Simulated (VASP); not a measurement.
# PtSe2 in VASP: settings compared, part 2 of 2

VASP 6.6.1.

### 3 Work function, PBE0

File POSCAR:

```
PtSe2                                   
1.0
    3.7060189018      0.0000000000      0.0000000000
   -1.8530094509      3.2095065196      0.0000000000
    0.0000000000      0.0000000000     18.6200000000
  Se              Pt            
     2     1
Direct
     0.3333330000000032    0.6666669999999968    0.4288470405004758
     0.6666669999999968    0.3333330000000032    0.5711529594995242
     0.0000000000000000    0.0000000000000000    0.5000000000000000
```

File INCAR.step1:

```
PREC = Accurate ; ENCUT = 520
EDIFF = 1E-5 ; ISMEAR = 0
SIGMA = 0.03 ; LREAL = F
LASPH = T ; NELM = 60
ALGO = Normal ; ISIF = 2
LWAVE = T ; LDIPOL = T
IDIPOL = 3 ; DIPOL = 0.5 0.5 0.500
GGA = PE ; KPAR = 4
```

File INCAR.step2:

```
PREC = Accurate ; ENCUT = 520
EDIFF = 1E-7 ; ISMEAR = 0
SIGMA = 0.03 ; LREAL = F
LASPH = T ; NELM = 60
ALGO = Normal ; ISIF = 2
LWAVE = F ; LCHARG = T
LDIPOL = T ; IDIPOL = 3
DIPOL = 0.5 0.5 0.500 ; GGA = PE
LHFCALC = T ; AEXX = 0.25
PRECFOCK = Fast ; LVHAR = T
LVACPOTAV = T ; ISTART = 1
KPAR = 4
```

File KPOINTS:

```
Automatic mesh
0
Gamma
  6 6 1
```

Potentials or basis: VASP PAW PBE potentials, release 64 (Se, Pt).

Run with:

```sh
$ cat potpaw_PBE.64/Se/POTCAR potpaw_PBE.64/Pt/POTCAR > POTCAR
$ cp INCAR.step1 INCAR
$ mpirun -np 4 vasp_std > vasp.out
$ cp INCAR.step2 INCAR
$ mpirun -np 4 vasp_std > vasp.out
```

OUTCAR:

```text
PREC = Accurate
   ENCUT = 520
   EDIFF = 1E-7
   ISMEAR = 0
   LREAL = F
   LASPH = T
   NELM = 60
   ISIF = 2
   GGA = PE
   LHFCALC = T
   AEXX = 0.25
   PRECFOCK = Fast
   ISTART = 1

 ion  position               nearest neighbor table
   1  0.333  0.667  0.429-   3 2.52   3 2.52   3 2.52
   2  0.667  0.333  0.571-   3 2.52   3 2.52   3 2.52
   3  0.000  0.000  0.500-   1 2.52   2 2.52   2 2.52   1 2.52   2 2.52   1 2.52

  LATTYP: Found a hexagonal cell.
 ALAT       =     3.7060189018
 C/A-ratio  =     5.0242593180

  Lattice vectors:

 A1 = (   3.7060189018,   0.0000000000,   0.0000000000)
 A2 = (  -1.8530094509,   3.2095065196,   0.0000000000)
 A3 = (   0.0000000000,   0.0000000000,  18.6200000000)

Analysis of symmetry for initial positions (statically):
=====================================================================
 Subroutine PRICEL returns:
 Original cell was already a primitive cell.

 Routine SETGRP: Setting up the symmetry group for a
 hexagonal supercell.

 Subroutine GETGRP returns: Found 12 space group operations
 (whereof 12 operations were pure point group operations)
 out of a pool of 24 trial point group operations.

The static configuration has the point symmetry D_3d.

Analysis of symmetry for dynamics (positions and initial velocities):
=====================================================================
 Subroutine PRICEL returns:
 Original cell was already a primitive cell.

 Routine SETGRP: Setting up the symmetry group for a
 hexagonal supercell.

 Subroutine GETGRP returns: Found 12 space group operations
 (whereof 12 operations were pure point group operations)
 out of a pool of 24 trial point group operations.

The dynamic configuration has the point symmetry D_3d.

 Subroutine INISYM returns: Found 12 space group operations
 (whereof 12 operations are pure point group operations),
[... 119 lines left out ...]
 non-spin polarized calculation
 Gauss-broadening in eV      SIGMA  =   0.03
  energy-cutoff  :      520.00
  volume of cell :      221.48
 maximum number of plane-waves:      5982
 NGX is ok and might be reduce to    28
  NGX = 16; NGY = 16; NGZ = 80

 number of electron      21.9999999 magnetization

 dipolmoment           0.000000      0.000000      0.000000 electrons x Angstroem

 Free energy of the ion-electron system (eV)
  ---------------------------------------------------
  ext. energy  EPLUGINS =         0.00000000
  ---------------------------------------------------
  free energy    TOTEN  =       -18.85141071 eV

  energy without entropy =      -18.85141071  energy(sigma->0) =      -18.85141071

 E-fermi :  -3.2919     XC(G=0):  -2.8008

 val. band max:       -3.4255248707   @ k =   0.0000   0.0000   0.0000
 cond. band min:      -0.5782596174   @ k =   0.1667   0.0000   0.0000
 fundamental gap:      2.8472652532
 Fermi energy:        -3.2919276462

 k-point     1 :       0.0000    0.0000    0.0000
  band No.  band energies     occupation
      1     -18.9607      2.00000
      2     -16.9863      2.00000
      3      -9.4590      2.00000
      4      -9.2369      2.00000
      5      -9.2369      2.00000
      6      -7.2056      2.00000
      7      -7.2056      2.00000
      8      -5.3120      2.00000
      9      -4.1543      2.00000
     10      -3.4255      2.00000
     11      -3.4255      2.00000
     12       0.8621      0.00000
     13       0.8621      0.00000
     14       2.4590      0.00000
[... 95 lines left out ...]
      2     -17.1027      2.00000
      3      -9.3510      2.00000
      4      -9.1116      2.00000
      5      -9.1116      2.00000
      6      -7.5106      2.00000
      7      -7.5106      2.00000
      8      -6.9370      2.00000
      9      -6.0098      2.00000
     10      -4.9595      2.00000
     11      -4.9595      2.00000
     12      -0.3396      0.00000
     13      -0.3395      0.00000
     14       4.3289      0.00000
     15       6.2336      0.00000

------------------------ aborting loop because EDIFF is reached ----------------------------------------

  FORCE on cell =-STRESS in cart. coord.  units (eV):
  Direction    XX          YY          ZZ          XY          YZ          ZX
  --------------------------------------------------------------------------------------
  -------------------------------------------------------------------------------------
  Total       -1.1415725     -1.1415725     -1.0432497      0.0000000      0.0000000     -0.0000000
  in kB       -8.2582589     -8.2582589     -7.5469811      0.0000000      0.0000000     -0.0000000
  external PRESSURE =      -8.0211663 kB  Pullay stress =       0.0000000 kB

 VOLUME and BASIS-vectors are now :
 -----------------------------------------------------------------------------
  energy-cutoff  :      520.00
  volume of cell :      221.48
      direct lattice vectors                 reciprocal lattice vectors
     3.706018902  0.000000000  0.000000000     0.269831327  0.155787189  0.000000000
    -1.853009451  3.209506520  0.000000000     0.000000000  0.311574379  0.000000000
     0.000000000  0.000000000 18.620000000     0.000000000  0.000000000  0.053705693

 POSITION                                       TOTAL-FORCE (eV/Angst)
 -----------------------------------------------------------------------------------
     -0.00000      2.13967      7.98513        -0.000000      0.000000      0.378906
      1.85301      1.06983     10.63487         0.000000      0.000000     -0.378906
      0.00000      0.00000      9.31000         0.000000      0.000000      0.000000
 -----------------------------------------------------------------------------------
    total drift:                               -0.000000      0.000000      0.000000

  FREE ENERGIE OF THE ION-ELECTRON SYSTEM (eV)
  ---------------------------------------------------
  free  energy   TOTEN  =       -18.8514107069 eV

  energy  without entropy=      -18.8514107069  energy(sigma->0) =      -18.85141071

 vacuum level on the upper side and lower side of the slab         3.049         3.049
```

OUTCAR.step1:

```text
PREC = Accurate
   ENCUT = 520
   EDIFF = 1E-5
   ISMEAR = 0
   LREAL = F
   LASPH = T
   NELM = 60
   ISIF = 2
[... 336 lines left out ...]
      1.85301      1.06983     10.63487         0.000000     -0.000000      0.066096
      0.00000      0.00000      9.31000         0.000000      0.000000      0.000000
 -----------------------------------------------------------------------------------
    total drift:                                0.000000      0.000000      0.000000

  FREE ENERGIE OF THE ION-ELECTRON SYSTEM (eV)
  ---------------------------------------------------
  free  energy   TOTEN  =       -14.2852137228 eV

  energy  without entropy=      -14.2852137228  energy(sigma->0) =      -14.28521372

 vacuum level on the upper side and lower side of the slab         3.053         3.053
```

It took 2 min on 4 MPI ranks of Intel Xeon 6975P-C (Granite Rapids), shared host; peak memory 0.33 GiB.

Results:

| Item | Value |
| --- | --- |
| Free energy | -18.8514 eV |
| Largest force | 0.379 eV/Å |
| Band gap on the k mesh | 2.85 eV, indirect (least direct gap 3.02 eV) |
| Ionisation potential of the upper face | 6.47 eV |

Forces on the atoms (eV/Å):
```
Se   0.000  0.000  0.379
Se   0.000  0.000 -0.379
Pt   0.000  0.000  0.000
```

Caveat: the PAW data sets were made with another functional, which shifts forces and pressure a little; spin-orbit coupling is left out, which moves the levels of the heavy elements.
